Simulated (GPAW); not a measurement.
# TePb (Fm-3m) in GPAW: settings compared

One crystal, TePb, is run at these levels: r2SCAN, PBE; tasks: band structure.

Everything below comes from runs of GPAW 26.7.0. Logs are shortened: lines on timing, memory, paths and dates and some standing lists are left out, and cuts for length are marked. The log counts tension as positive stress, the text compression.

**What was measured.**

From a printed reference work, monograph, for a bulk crystal of TePb at 4.2 K: band gap 0.19 eV (direct).

How close the calculation comes is told below.

### 1 Starting point

The structure is cubic, space group Fm-3m (No. 225). The conventional cell has a = 6.462 Å, b = 6.462 Å, c = 6.462 Å, α = 90.00°, β = 90.00°, γ = 90.00°. Around Pb (site symmetry m-3m) lie 6 Te at 3.23 Å. Te (site symmetry m-3m) has 6 Pb at 3.23 Å as nearest neighbours.

### 2 Band structure, r2SCAN, spin-orbit coupling, no magnetisation

File run.py:

```python
import numpy as np
from ase.dft.bandgap import bandgap
from ase.io import read, write
from ase.units import GPa
from gpaw import GPAW, PW
from gpaw.spinorbit import soc_eigenstates

atoms = read('TePb.cif')

calc = GPAW(mode=PW(600),
            xc='MGGA_X_R2SCAN+MGGA_C_R2SCAN',
            kpts={'size': (6, 6, 6), 'gamma': True},
            occupations={'name': 'fermi-dirac', 'width': 0.05},
            nbands=19,
            convergence={'density': 1e-05, 'energy': 1e-05},
            maxiter=150,
            txt='gpaw.txt')
atoms.calc = calc
energy = atoms.get_potential_energy()
forces = atoms.get_forces()
stress = atoms.get_stress()
calc.write('gs.gpw')
write('result.traj', atoms)
print(f'Energy: {energy:.6f} eV')
print('Forces (eV/A):')
print(forces.round(4))
print('Stress (GPa):', (stress / GPa).round(3))
print('Fermi level:', round(calc.get_fermi_level(), 4), 'eV')
print(f'Gap: {bandgap(calc)[0]:.4f} eV, direct: {bandgap(calc, direct=True)[0]:.4f} eV')

path = atoms.cell.bandpath('GXWKGLUWLK,UX', npoints=100, eps=1e-4)
bs_calc = calc.fixed_density(kpts=path, symmetry='off', nbands=32,
                             convergence={'bands': 'CBM+6.0', 'eigenstates': 1e-6}, txt='bands.txt')
bs = bs_calc.band_structure()
bs.write('bs.json')
print(f'Gap on the path: {bandgap(bs_calc)[0]:.4f} eV')

soc = soc_eigenstates(bs_calc, theta=0, phi=0, ignore_xc_potential=True)
np.savetxt('soc_bands.dat', soc.eigenvalues(), fmt='%.4f')
mesh = soc_eigenstates('gs.gpw', theta=0, phi=0, ignore_xc_potential=True)
np.savetxt('soc_mesh.dat', mesh.eigenvalues(), fmt='%.4f')
print('Fermi level with spin-orbit coupling:', round(mesh.fermi_level, 4), 'eV')
```

File TePb.cif:

```cif
data_TePb
_cell_length_a 4.56932402
_cell_length_b 4.56932402
_cell_length_c 4.56932402
_cell_angle_alpha 60.00000000
_cell_angle_beta 60.00000000
_cell_angle_gamma 60.00000000
_space_group_name_H-M_alt 'P1'
_space_group_name_Hall 'P 1'
_space_group_IT_number 1
loop_
_space_group_symop_operation_xyz
'x,y,z'
loop_
_atom_site_label
_atom_site_type_symbol
_atom_site_symmetry_multiplicity
_atom_site_Wyckoff_symbol
_atom_site_fract_x
_atom_site_fract_y
_atom_site_fract_z
_atom_site_occupancy
Pb1 Pb 1 a 0.0000000000 0.0000000000 0.0000000000 1
Te1 Te 1 a 0.5000000000 0.5000000000 0.5000000000 1
```

Potentials or basis: GPAW PAW data sets (gpaw-data 1.2.1), pw.

The run is started by

```sh
$ OMP_NUM_THREADS=1 python run.py
```

gpaw.txt:

```text
__  _  _
 | _ |_)|_||  |
 |__||  | ||/\| - 26.7.0

Input parameters:
  mode=PW(ecut=600.0),
  convergence={'density': 1e-05, 'energy': 1e-05},
  kpts=MonkhorstPack(size=(6, 6, 6), gamma=True),
  maxiter=150,
  nbands=19,
  occupations=Occupations(name='fermi-dirac', width=0.05),
  xc=XC(name='MGGA_X_R2SCAN+MGGA_C_R2SCAN')

Diagonalizing LCAO Hamiltonian
Converting LCAO to pw mode

                    Te

       Pb

Atoms  # Å, Bohr magnetons
|   | symbol |        x |        y |        z |    initial magnetic moments |
|---|--------|----------|----------|----------|-----------------------------|
| 0 |     Pb | 0.000000 | 0.000000 | 0.000000 | ( 0.0000,  0.0000,  0.0000) |
| 1 |     Te | 4.569324 | 2.638100 | 1.865419 | ( 0.0000,  0.0000,  0.0000) |

Unit cell  # Å
| periodic |        x |        y |        z |  lengths |    angles |
|----------|----------|----------|----------|----------|-----------|
|      yes | 4.569324 | 0.000000 | 0.000000 | 4.569324 | 60.000000 |
|      yes | 2.284662 | 3.957151 | 0.000000 | 4.569324 | 60.000000 |
|      yes | 2.284662 | 1.319050 | 3.730837 | 4.569324 | 60.000000 |

Number of symmetries: 48
Symmetry operations  # r_c * U_cc + t_c -> r_c
|    | kind |            matrix            |
|----|------|------------------------------|
|  0 |  σ   |  1, 0, 0,  1, 0,-1,  1,-1, 0 |
|  1 |  C2  |  1, 0, 0,  1,-1, 0,  1, 0,-1 |
|  2 |  E   |  1, 0, 0,  0, 1, 0,  0, 0, 1 |
|  3 |  σ   |  1, 0, 0,  0, 0, 1,  0, 1, 0 |
|  4 |  C4  |  1, 0,-1,  1, 0, 0,  1,-1, 0 |
|  5 |  S6  |  1, 0,-1,  1,-1, 0,  1, 0, 0 |
|  6 |  σ   |  1, 0,-1,  0, 1,-1,  0, 0,-1 |
|  7 |  C3  |  1, 0,-1,  0, 0,-1,  0, 1,-1 |
|  8 |  S6  |  1,-1, 0,  1, 0, 0,  1, 0,-1 |
|  9 |  C4  |  1,-1, 0,  1, 0,-1,  1, 0, 0 |
| 10 |  C3  |  1,-1, 0,  0,-1, 1,  0,-1, 0 |
| 11 |  σ   |  1,-1, 0,  0,-1, 0,  0,-1, 1 |
| 12 |  σ   |  0, 1, 0,  1, 0, 0,  0, 0, 1 |
| 13 |  C4  |  0, 1, 0,  0, 1,-1, -1, 1, 0 |
| 14 |  C3  |  0, 1, 0,  0, 0, 1,  1, 0, 0 |
| 15 |  S6  |  0, 1, 0, -1, 1, 0,  0, 1,-1 |
| 16 |  C2  |  0, 1,-1,  1, 0,-1,  0, 0,-1 |
| 17 |  σ   |  0, 1,-1,  0, 1, 0, -1, 1, 0 |
| 18 |  S4  |  0, 1,-1,  0, 0,-1,  1, 0,-1 |
| 19 |  C4  |  0, 1,-1, -1, 1, 0,  0, 1, 0 |
| 20 |  C3  |  0, 0, 1,  1, 0, 0,  0, 1, 0 |
| 21 |  σ   |  0, 0, 1,  0, 1, 0,  1, 0, 0 |
| 22 |  S6  |  0, 0, 1,  0,-1, 1, -1, 0, 1 |
| 23 |  C4  |  0, 0, 1, -1, 0, 1,  0,-1, 1 |
| 24 |  S4  |  0, 0,-1,  1, 0,-1,  0, 1,-1 |
| 25 |  C3  |  0, 0,-1,  0, 1,-1,  1, 0,-1 |
| 26 |  C2  |  0, 0,-1,  0,-1, 0, -1, 0, 0 |
| 27 |  S6  |  0, 0,-1, -1, 0, 0,  0,-1, 0 |
| 28 |  S4  |  0,-1, 1,  1,-1, 0,  0,-1, 0 |
| 29 |  C4  |  0,-1, 1,  0, 0, 1, -1, 0, 1 |
| 30 |  C2  |  0,-1, 1,  0,-1, 0,  1,-1, 0 |
| 31 |  σ   |  0,-1, 1, -1, 0, 1,  0, 0, 1 |
| 32 |  C3  |  0,-1, 0,  1,-1, 0,  0,-1, 1 |
| 33 |  S6  |  0,-1, 0,  0, 0,-1, -1, 0, 0 |
| 34 |  S4  |  0,-1, 0,  0,-1, 1,  1,-1, 0 |
| 35 |  C2  |  0,-1, 0, -1, 0, 0,  0, 0,-1 |
| 36 |  C2  | -1, 1, 0,  0, 1, 0,  0, 1,-1 |
| 37 |  S6  | -1, 1, 0,  0, 1,-1,  0, 1, 0 |
| 38 |  S4  | -1, 1, 0, -1, 0, 1, -1, 0, 0 |
| 39 |  C3  | -1, 1, 0, -1, 0, 0, -1, 0, 1 |
| 40 |  S6  | -1, 0, 1,  0, 0, 1,  0,-1, 1 |
| 41 |  C2  | -1, 0, 1,  0,-1, 1,  0, 0, 1 |
| 42 |  C3  | -1, 0, 1, -1, 1, 0, -1, 0, 0 |
| 43 |  S4  | -1, 0, 1, -1, 0, 0, -1, 1, 0 |
| 44 |  C2  | -1, 0, 0,  0, 0,-1,  0,-1, 0 |
[... 80 lines left out ...]
    core:    46
    charge:  0.0  # [|e|]
    compensation charges:
      type: gauss
      rc: 0.36  # [Å]
      lmax: 2
    cutoffs:
      filter: 2.09  # [Å]
      core: 3.17  # [Å]
    projectors
    | kind |    occ | energy [eV] | rcut [Å] |
    |------|--------|-------------|----------|
    |   5s |  2.000 |     -15.089 |    1.180 |
    |   5p |  4.000 |      -5.955 |    1.196 |
    |    s |        |      12.123 |    1.180 |
    |    p |        |      21.256 |    1.196 |
    |    d |        |       0.000 |    1.238 |

    Using partial waves for Te as LCAO basis

Reference energy: -752065.146798  # eV

eigensolver:
  PPCG
  Converge bands: occupied
  niter=2

density mixing:
  MSR1-Mixer
  Pratt-step length: 0.05
  Maximum mixing coefficient: 0.75
  Old densities: 10
  SVD Regularization: 0.005
  Good broyden scale: 1.0
  Trust region scale: 1.0
  Backstep threshold: 4.0
  History deletion threshold: 6.0
  Fourier metric: weight=20.0, sigma=0.015

occupation numbers:
  Fermi-Dirac:
    width: 0.0500  # eV

poisson solver:
  ecut: 4800.0  # eV

xc functional:
  name: MGGA_X_R2SCAN+MGGA_C_R2SCAN with 2 nearest neighbor stencil

convergence criteria:
- Maximum integral of absolute [dens]ity change: 1e-05 electrons / valence electron
- Maximum [total energy] change in last 3 cyles: 1e-05 eV / valence electron
- Maximum integral of absolute [eigenst]ate change: 4e-08 eV^2 / valence electron
maximum number of iterations: 150

SCF iterations
|iter     | |      energy | eigst |  dens |
|---------|-|-------------|-------|-------|
|iter:   1| |  -43.378928 | -0.11 |       |
|iter:   2| |  -40.009981 | -1.00 | -1.38 |
|iter:   3| |-47218.163730 | +4.04 | -1.34 |
|iter:   4| |  -18.331408 | +1.45 | +1.29 |
|iter:   5| |  -39.842063 | +0.79 | -0.54 |
|iter:   6| |  -39.962158 | -1.10 | -1.42 |
|iter:   7| |  -39.959784 | -2.77 | -1.88 |
|iter:   8| |  -39.962438 | -3.27 | -2.05 |
|iter:   9| |  -39.966482 | -3.58 | -2.36 |
|iter:  10| |  -39.967383 | -3.14 | -2.14 |
|iter:  11| |  -39.967264 | -4.61 | -2.40 |
|iter:  12| |  -39.966642 | -4.48 | -2.49 |
|iter:  13| |  -39.966540 | -5.07 | -2.91 |
|iter:  14| |  -39.966556c| -5.65 | -3.45 |
|iter:  15| |  -39.966558c| -6.37 | -3.96 |
|iter:  16| |  -39.966558c| -7.92c| -4.81 |
|iter:  17| |  -39.966558c| -8.02c| -5.31c|

Converged in 17 steps
Energy contributions relative to reference atoms: (reference = -752065.146798)

Energy contributions:
  Kinetic:          23.476297
  Coulomb:         -23.143008
  Zero:             -0.074245
  External:          0.000000
  Xc:              -40.225600
  Entropy:          -0.000002
  Spinorbit:         0.000000
  ----------------------------
  Free energy:     -39.966559
  Extrapolated:    -39.966558

dipole moment: (-38.540817, -22.251551, -15.734223)  # |e|*Ang

Fermi level: 6.079
Eigenvalues  # (at kpt = [0.000, 0.000, 0.000])
| band index |      eig [eV] | occ [0-2] |
|------------|---------------|-----------|
|          0 |       -11.835 |     2.000 |
|        ... |               |           |
|          2 |       -11.816 |     2.000 |
|          3 |       -11.816 |     2.000 |
|          4 |       -11.816 |     2.000 |
|          5 |        -6.941 |     2.000 |
|          6 |        -0.006 |     2.000 |
|          7 |         4.042 |     2.000 |
[... 9 lines left out ...]
|         17 |        13.785 |     0.000 |
|         18 |        14.016 |     0.000 |

Gap: 0.975 eV
Transition (v -> c):
  (s=0, k=15, n=9, [0.50, 0.50, 0.50]) -> (s=0, k=15, n=10, [0.50, 0.50, 0.50])
No difference between direct/indirect transitions

Forces  # eV/Ang
|        x |       y |        z |
|----------|---------|----------|
|  0.00000 | 0.00000 | -0.00000 |  # Pb   0
| -0.00000 | 0.00000 |  0.00000 |  # Te   1

Stress tensor  # eV/Ang^3
|         x |         y |         z |
|-----------|-----------|-----------|
| -0.008257 |  0.000000 |  0.000000 |
|  0.000000 | -0.008257 | -0.000000 |
|  0.000000 |  0.000000 | -0.008257 |

# Writing to gs.gpw (mode='')
```

stdout:

```text
Energy: -39.966558 eV
Forces (eV/A):
[[ 0.  0. -0.]
 [-0.  0.  0.]]
Stress (GPa): [-1.323 -1.323 -1.323 -0.     0.     0.   ]
Fermi level: 6.0788 eV
Gap: 0.9748 eV, direct: 0.9748 eV
Gap on the path: 0.9748 eV
Fermi level with spin-orbit coupling: 5.6153 eV
```

bands.txt:

```text
Diagonalizing LCAO Hamiltonian
Converting LCAO to pw mode
convergence criteria:
- Maximum integral of absolute [eigenst]ate change: 1e-06 eV^2 / valence electron
maximum number of iterations: 150

SCF iterations
|iter     | |      energy | eigst |  dens |
|---------|-|-------------|-------|-------|
[... 107 lines left out ...]
         [0.3875    , 0.3875    , 0.725     ],
         [0.375     , 0.375     , 0.75      ],
         [0.625     , 0.25      , 0.625     ],
         [0.60416667, 0.20833333, 0.60416667],
         [0.58333333, 0.16666667, 0.58333333],
         [0.5625    , 0.125     , 0.5625    ],
         [0.54166667, 0.08333333, 0.54166667],
         [0.52083333, 0.04166667, 0.52083333],
         [0.5       , 0.        , 0.5       ]])),
  maxiter=150,
  nbands=32,
  occupations=Occupations(name='fermi-dirac', width=0.05),
  symmetry=Symmetry(point_group=False, time_reversal=False),
  xc=XC(name='MGGA_X_R2SCAN+MGGA_C_R2SCAN')
```

Wall time 3.5 min (1 thread of AMD EPYC 9R14 (Zen 4), shared host); peak memory 0.54 GiB.

Results:

```yaml
Free_energy: -39.9666 eV
Pressure: 1.3 GPa
Band_gap_on_the_k_mesh: 0.15 eV, direct
Band_gap_along_the_path: 0.19 eV, indirect (least direct gap 0.20 eV)
```

Levels at the corners of the path, in eV from the valence-band top:
```
point  band 18  band 19  band 20  band 21  band 22  band 23
    Γ    -1.03    -1.03    -1.03     2.59     2.59     5.27
    X    -3.38    -2.53    -2.53     3.67     3.67     4.72
    W    -3.91    -0.36    -0.36     1.73     1.73     5.64
    K    -2.70    -1.88    -1.88     3.24     3.24     4.49
    Γ    -1.03    -1.03    -1.03     2.59     2.59     5.27
    L    -0.68    -0.03    -0.02     0.19     0.19     1.68
    U    -2.70    -1.88    -1.88     3.24     3.24     4.49
    W    -3.91    -0.36    -0.36     1.73     1.73     5.64
    L    -0.68    -0.03    -0.02     0.19     0.19     1.68
    K    -2.70    -1.88    -1.88     3.24     3.24     4.49
    U    -2.70    -1.88    -1.88     3.24     3.24     4.49
    X    -3.38    -2.53    -2.53     3.67     3.67     4.72
```

Caveat: spin-orbit coupling was added after a scalar SCF, so levels and gaps hold it while energy, forces, pressure and moments don't; this program's spin-orbit splittings come out too wide for heavy elements; the PAW data sets were made with another functional, which shifts forces and pressure a little.

### 3 Band structure, PBE

File run.py:

```python
from ase import Atoms
from ase.dft.bandgap import bandgap
from ase.io import write
from ase.units import GPa
from gpaw import GPAW, PW, setup_paths

setup_paths.insert(0, '.')

atoms = Atoms(['Pb', 'Te'],
              cell=[[0.0, 3.231, 3.231],
                    [3.231, 0.0, 3.231],
                    [3.231, 3.231, 0.0]],
              scaled_positions=[[0.0, 0.0, 0.0],
                                [0.5, 0.5, 0.5]],
              pbc=True)

calc = GPAW(mode=PW(600),
            xc='PBE',
            kpts={'size': (6, 6, 6), 'gamma': True},
            occupations={'name': 'fermi-dirac', 'width': 0.05},
            nbands=19,
            convergence={'density': 1e-05, 'energy': 1e-05},
            maxiter=150,
            txt='gpaw.txt')
atoms.calc = calc
energy = atoms.get_potential_energy()
forces = atoms.get_forces()
stress = atoms.get_stress()
calc.write('gs.gpw')
write('result.traj', atoms)
print(f'Energy: {energy:.6f} eV')
print('Forces (eV/A):')
print(forces.round(4))
print('Stress (GPa):', (stress / GPa).round(3))
print('Fermi level:', round(calc.get_fermi_level(), 4), 'eV')
print(f'Gap: {bandgap(calc)[0]:.4f} eV, direct: {bandgap(calc, direct=True)[0]:.4f} eV')

path = atoms.cell.bandpath('GXWKGLUWLK,UX', npoints=80, eps=1e-4)
bs_calc = calc.fixed_density(kpts=path, symmetry='off', nbands=32,
                             convergence={'bands': 'CBM+6.0', 'eigenstates': 1e-6}, txt='bands.txt')
bs = bs_calc.band_structure()
bs.write('bs.json')
print(f'Gap on the path: {bandgap(bs_calc)[0]:.4f} eV')
```

Potentials or basis: PAW data sets generated in the run's folder for this functional, pw.

The run is started by

```sh
$ gpaw-setup -f PBE Pb Te
$ OMP_NUM_THREADS=1 python run.py
```

gpaw.txt:

```text
__  _  _
 | _ |_)|_||  |
 |__||  | ||/\| - 26.7.0

Input parameters:
  mode=PW(ecut=600.0),
  convergence={'density': 1e-05, 'energy': 1e-05},
  kpts=MonkhorstPack(size=(6, 6, 6), gamma=True),
  maxiter=150,
  nbands=19,
  occupations=Occupations(name='fermi-dirac', width=0.05),
  xc=XC(name='PBE')

Diagonalizing LCAO Hamiltonian
Converting LCAO to pw mode

                 Te

       Pb

Atoms  # Å, Bohr magnetons
|   | symbol |        x |        y |        z |    initial magnetic moments |
|---|--------|----------|----------|----------|-----------------------------|
| 0 |     Pb | 0.000000 | 0.000000 | 0.000000 | ( 0.0000,  0.0000,  0.0000) |
| 1 |     Te | 3.231000 | 3.231000 | 3.231000 | ( 0.0000,  0.0000,  0.0000) |

Unit cell  # Å
| periodic |        x |        y |        z |  lengths |    angles |
|----------|----------|----------|----------|----------|-----------|
|      yes | 0.000000 | 3.231000 | 3.231000 | 4.569324 | 60.000000 |
|      yes | 3.231000 | 0.000000 | 3.231000 | 4.569324 | 60.000000 |
|      yes | 3.231000 | 3.231000 | 0.000000 | 4.569324 | 60.000000 |
[... 203 lines left out ...]
  Coulomb:         -20.188276
  Zero:              0.141355
  External:          0.000000
  Xc:               -7.648254
  Entropy:          -0.000030
  Spinorbit:         0.000000
  ----------------------------
  Free energy:      -7.796708
  Extrapolated:     -7.796693

dipole moment: (-27.309873, -27.309873, -27.309873)  # |e|*Ang

Fermi level: 6.043
Eigenvalues  # (at kpt = [0.000, 0.000, 0.000])
| band index |      eig [eV] | occ [0-2] |
|------------|---------------|-----------|
|          0 |       -11.051 |     2.000 |
|        ... |               |           |
|          2 |       -11.038 |     2.000 |
|          3 |       -11.038 |     2.000 |
|          4 |       -11.038 |     2.000 |
|          5 |        -6.328 |     2.000 |
|          6 |         0.142 |     2.000 |
|          7 |         4.303 |     2.000 |
[... 9 lines left out ...]
|         17 |        13.308 |     0.000 |
|         18 |        13.718 |     0.000 |

Gap: 0.692 eV
Transition (v -> c):
  (s=0, k=15, n=9, [0.50, 0.50, 0.50]) -> (s=0, k=15, n=10, [0.50, 0.50, 0.50])
No difference between direct/indirect transitions

Forces  # eV/Ang
|        x |       y |        z |
|----------|---------|----------|
| -0.00000 | 0.00000 |  0.00000 |  # Pb   0
| -0.00000 | 0.00000 | -0.00000 |  # Te   1

Stress tensor  # eV/Ang^3
|         x |         y |         z |
|-----------|-----------|-----------|
| -0.011604 |  0.000000 |  0.000000 |
|  0.000000 | -0.011604 |  0.000000 |
|  0.000000 |  0.000000 | -0.011604 |

# Writing to gs.gpw (mode='')
```

bands.txt:

```text
Diagonalizing LCAO Hamiltonian
Converting LCAO to pw mode
convergence criteria:
- Maximum integral of absolute [eigenst]ate change: 1e-06 eV^2 / valence electron
maximum number of iterations: 150

SCF iterations
|iter     | |      energy | eigst |  dens |
|---------|-|-------------|-------|-------|
|iter:   1| |             | +0.14 |       |
[... 87 lines left out ...]
         [0.40277778, 0.40277778, 0.69444444],
         [0.38888889, 0.38888889, 0.72222222],
         [0.375     , 0.375     , 0.75      ],
         [0.625     , 0.25      , 0.625     ],
         [0.59375   , 0.1875    , 0.59375   ],
         [0.5625    , 0.125     , 0.5625    ],
         [0.53125   , 0.0625    , 0.53125   ],
         [0.5       , 0.        , 0.5       ]])),
  maxiter=150,
  nbands=32,
  occupations=Occupations(name='fermi-dirac', width=0.05),
  symmetry=Symmetry(point_group=False, time_reversal=False),
  xc=XC(name='PBE')
```

Wall time 57 s (1 thread of AMD EPYC 9R14 (Zen 4), shared host); peak memory 0.32 GiB.

What came out:

```yaml
Free_energy: -7.7967 eV
Pressure: 1.9 GPa
Band_gap_on_the_k_mesh: 0.69 eV, direct
Band_gap_along_the_path: 0.69 eV, direct
```

Levels at the corners of the path, in eV from the valence-band top:
| point | band 8 | band 9 | band 10 | band 11 | band 12 | band 13 |
| --- | --- | --- | --- | --- | --- | --- |
| Γ | -1.39 | -1.39 | -1.39 | 4.02 | 4.02 | 4.02 |
| X | -4.54 | -2.84 | -2.84 | 3.27 | 5.42 | 5.42 |
| W | -3.83 | -3.83 | -0.39 | 1.62 | 5.19 | 5.19 |
| K | -4.16 | -2.34 | -2.11 | 3.54 | 3.73 | 5.10 |
| Γ | -1.39 | -1.39 | -1.39 | 4.02 | 4.02 | 4.02 |
| L | -0.93 | -0.93 | 0.00 | 0.69 | 1.22 | 1.22 |
| U | -4.16 | -2.34 | -2.11 | 3.54 | 3.73 | 5.10 |
| W | -3.83 | -3.83 | -0.39 | 1.62 | 5.19 | 5.19 |
| L | -0.93 | -0.93 | 0.00 | 0.69 | 1.22 | 1.22 |
| K | -4.16 | -2.34 | -2.11 | 3.54 | 3.73 | 5.10 |
| U | -4.16 | -2.34 | -2.11 | 3.54 | 3.73 | 5.10 |
| X | -4.54 | -2.84 | -2.84 | 3.27 | 5.42 | 5.42 |

Caveat: spin-orbit coupling is left out, which as a rule narrows the gap of such compounds by several tenths of an eV.

### 4 Comparison with measurements

Step 2. Against the measured gap of TePb, 0.19 eV (direct; 4.2 K; a printed reference work, monograph), the calculated 0.15 eV is off by -0.04 eV. The value is that of r2SCAN on a finite k mesh, which can miss the band edges, without temperature or zero-point motion.

Step 3. A measured gap of TePb is 0.19 eV (direct; 4.2 K; a printed reference work, monograph); the calculated 0.69 eV misses it by +0.50 eV. Spin-orbit coupling on Pb, Te is left out. The value is that of PBE, without temperature or zero-point motion.
